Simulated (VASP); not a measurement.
# H3Rh (Pm-3m) in VASP: reference runs

Reference runs on H3Rh: the cell as given.

Everything below comes from runs of VASP 6.6.1. Logs are shortened: lines on timing, memory, paths and dates and some standing lists are left out, and cuts for length are marked.

### 1 The crystal as given

It takes space group Pm-3m (No. 221, cubic). Conventional cell: a = 3.325 Å, b = 3.325 Å, c = 3.325 Å, α = 90.00°, β = 90.00°, γ = 90.00°. H (site symmetry 4/mmm) is surrounded by 2 Rh at 1.66 Å. Around Rh (site symmetry m-3m) lie 6 H at 1.66 Å.

The cell was built by a generator and needn't be a form met in nature.

### 2 Single point, PBE

The input, INCAR:

```
SYSTEM = H3Rh
PREC = Accurate ; ENCUT = 520
EDIFF = 1E-7 ; ISMEAR = -1
SIGMA = 0.05 ; LREAL = .FALSE.
LASPH = .TRUE. ; NELM = 60
ALGO = Normal ; ISIF = 2
LWAVE = .FALSE. ; LCHARG = .TRUE.
GGA = PE ; LELF = .TRUE.
LVHAR = .TRUE. ; NBANDS = 17
```

The input, KPOINTS:

```
regular mesh
0
G
  8 8 8
  0 0 0
```

The input, POSCAR:

```
H3Rh
1.0
    3.3254600000      0.0000000000      0.0000000000
    0.0000000000      3.3254600000      0.0000000000
    0.0000000000      0.0000000000      3.3254600000
H Rh
3 1
Direct
    0.0000000000      0.5000000000      0.5000000000
    0.5000000000      0.0000000000      0.5000000000
    0.5000000000      0.5000000000      0.0000000000
    0.5000000000      0.5000000000      0.5000000000
```

Potentials or basis: VASP PAW PBE potentials, release 64 (H, Rh_pv).

Command:

```
$ cat potpaw_PBE.64/H/POTCAR potpaw_PBE.64/Rh_pv/POTCAR > POTCAR
$ mpirun -np 1 vasp_std > vasp.out
```

OUTCAR:

```text
SYSTEM = H3Rh
   PREC = Accurate
   ENCUT = 520
   EDIFF = 1E-7
   ISMEAR = -1
   LREAL = .FALSE.
   LASPH = .TRUE.
   NELM = 60
   ISIF = 2
   GGA = PE

 ion  position               nearest neighbor table
   1  0.000  0.500  0.500-   4 1.66   4 1.66
   2  0.500  0.000  0.500-   4 1.66   4 1.66
   3  0.500  0.500  0.000-   4 1.66   4 1.66
   4  0.500  0.500  0.500-   1 1.66   2 1.66   3 1.66   3 1.66   2 1.66   1 1.66

  LATTYP: Found a simple cubic cell.
 ALAT       =     3.3254600000

  Lattice vectors:

 A1 = (   3.3254600000,   0.0000000000,   0.0000000000)
 A2 = (   0.0000000000,   3.3254600000,   0.0000000000)
 A3 = (   0.0000000000,   0.0000000000,   3.3254600000)

Analysis of symmetry for initial positions (statically):
=====================================================================
 Subroutine PRICEL returns:
 Original cell was already a primitive cell.

 Routine SETGRP: Setting up the symmetry group for a
 simple cubic supercell.

 Subroutine GETGRP returns: Found 48 space group operations
 (whereof 48 operations were pure point group operations)
 out of a pool of 48 trial point group operations.

The static configuration has the point symmetry O_h .

Analysis of symmetry for dynamics (positions and initial velocities):
=====================================================================
 Subroutine PRICEL returns:
 Original cell was already a primitive cell.

 Routine SETGRP: Setting up the symmetry group for a
 simple cubic supercell.

 Subroutine GETGRP returns: Found 48 space group operations
 (whereof 48 operations were pure point group operations)
 out of a pool of 48 trial point group operations.

The dynamic configuration has the point symmetry O_h .

 Subroutine INISYM returns: Found 48 space group operations
 (whereof 48 operations are pure point group operations),
 and found     1 'primitive' translations

----------------------------------------------------------------------------------------

                                     Primitive cell

  volume of cell :      36.7752

  direct lattice vectors                    reciprocal lattice vectors
     3.325460000  0.000000000  0.000000000     0.300710278  0.000000000  0.000000000
     0.000000000  3.325460000  0.000000000     0.000000000  0.300710278  0.000000000
     0.000000000  0.000000000  3.325460000     0.000000000  0.000000000  0.300710278

  length of vectors
[... 88 lines left out ...]
   EDIFFG = 0.1E-05   stopping-criterion for IOM
   NSW    =      0    number of steps for IOM
   IBRION =     -1    ionic relax: 0-MD 1-quasi-New 2-CG
   NFREE  =      0    steps in history (QN), initial steepest desc. (CG)
   ISIF   =      2    stress and relaxation
   ISYM   =      2    0-nonsym 1-usesym 2-fastsym
   POTIM  = 0.5000    time-step for ionic-motion
   TEBEG  =    0.0;   TEEND  =   0.0 temperature during run
   PSTRESS=    0.0 pullay stress
   NELECT =      18.0000    total number of electrons
   NUPDOWN=      -1.0000    fix difference up-down
   EMIN   =  10.00;   EMAX   =-10.00  energy-range for DOS
   EFERMI =   0.00;   METHOD = LEGACY
   ISMEAR =    -1;   SIGMA  =   0.05  broadening in eV -4-tet -1-fermi 0-gaus
   EFERMI_NEDOS =   21; number of points for ismear=-14 and -15
   IALGO  =     38    algorithm
   IMIX   =      4    mixing-type and parameters
     AMIX     =   0.40;   BMIX     =  1.00
     AMIX_MAG =   1.60;   BMIX_MAG =  1.00
  volume/ion in A,a.u.               =       9.19        62.04
  Fermi-wavevector in a.u.,A,eV,Ry     =   1.290171  2.438070 22.647458  1.664541
  Thomas-Fermi vector in A             =   2.422019
   LORBIT       =      0    0 simple, 1 ext, 2 COOP (PROOUT), +10 PAW based schemes
   GGA     = PE    functional components
   LHFCALC =     F    Hartree Fock is set to
   AEXX    =    0.0000 exact exchange contribution
   IVDW    =     0    specifies the selected vdW correction
   LEPSILON=     F    determine dielectric tensor
   LRPA    =     F    only Hartree local field effects (RPA)
 non-spin polarized calculation
  energy-cutoff  :      520.00
  volume of cell :       36.78
 maximum number of plane-waves:      1021
 NGX is ok and might be reduce to    28
   NGX = 13   NGY = 13   NGZ = 13

 number of electron      17.9999998 magnetization

 Free energy of the ion-electron system (eV)
  ---------------------------------------------------
  ext. energy  EPLUGINS =         0.00000000
  ---------------------------------------------------
  free energy    TOTEN  =       -16.30880245 eV

  energy without entropy =      -16.29731986  energy(sigma->0) =      -16.30306116

 E-fermi :   1.2208     XC(G=0):  -9.5461

 val. band max:        1.2072715755   @ k =   0.2500   0.0000   0.0000
 cond. band min:       1.2238136750   @ k =   0.3750   0.0000   0.0000
 fundamental gap:      0.0165420995
 Fermi energy:         1.2208162325

 k-point     1 :       0.0000    0.0000    0.0000
  band No.  band energies     occupation
      1     -44.0531      2.00000
      2     -44.0531      2.00000
      3     -44.0531      2.00000
      4      -5.7086      2.00000
      5      -4.3720      2.00000
      6      -4.3720      2.00000
[... 457 lines left out ...]
      4      -3.9463      2.00000
      5      -1.5958      2.00000
      6      -0.7057      2.00000
[... 9 lines left out ...]
     16      18.0933      0.00000
     17      19.9606      0.00000

 [... further k-points ...]

------------------------ aborting loop because EDIFF is reached ----------------------------------------

  FORCE on cell =-STRESS in cart. coord.  units (eV):
  Direction    XX          YY          ZZ          XY          YZ          ZX
  --------------------------------------------------------------------------------------
  -------------------------------------------------------------------------------------
  Total        0.0198068      0.0198068      0.0198068     -0.0000000      0.0000000      0.0000000
  in kB        0.8629171      0.8629171      0.8629171     -0.0000000      0.0000000      0.0000000
  external PRESSURE =       0.8629171 kB  Pullay stress =       0.0000000 kB

 VOLUME and BASIS-vectors are now :
 -----------------------------------------------------------------------------
  energy-cutoff  :      520.00
  volume of cell :       36.78
      direct lattice vectors                 reciprocal lattice vectors
     3.325460000  0.000000000  0.000000000     0.300710278  0.000000000  0.000000000
     0.000000000  3.325460000  0.000000000     0.000000000  0.300710278  0.000000000
     0.000000000  0.000000000  3.325460000     0.000000000  0.000000000  0.300710278

 POSITION                                       TOTAL-FORCE (eV/Angst)
 -----------------------------------------------------------------------------------
      0.00000      1.66273      1.66273         0.000000      0.000000      0.000000
      1.66273      0.00000      1.66273         0.000000      0.000000      0.000000
      1.66273      1.66273      0.00000         0.000000      0.000000      0.000000
      1.66273      1.66273      1.66273         0.000000      0.000000      0.000000
 -----------------------------------------------------------------------------------
    total drift:                                0.000000      0.000000      0.000000

  FREE ENERGIE OF THE ION-ELECTRON SYSTEM (eV)
  ---------------------------------------------------
  free  energy   TOTEN  =       -16.3088024522 eV

  energy  without entropy=      -16.2973198646  energy(sigma->0) =      -16.30306116
```

stdout:

```text
POSCAR found type information on POSCAR H Rh
 POSCAR found :  2 types and       4 ions
 scaLAPACK will be used
 LDA part: xc-table for (Slater+PW92), standard interpolation
 POSCAR, INCAR and KPOINTS ok, starting setup
 FFT: planning ... GRIDC
 FFT: planning ... GRID_SOFT
 FFT: planning ... GRID
 WAVECAR not read
 entering main loop
```

Wall time 13 s (1 thread of Intel Xeon Platinum 8488C (Sapphire Rapids), shared host); peak memory 0.16 GiB.

What came out:

- Free energy: -16.3088 eV
- Pressure: 0.1 GPa
- Band gap on the k mesh: none (metal or under the smearing width)
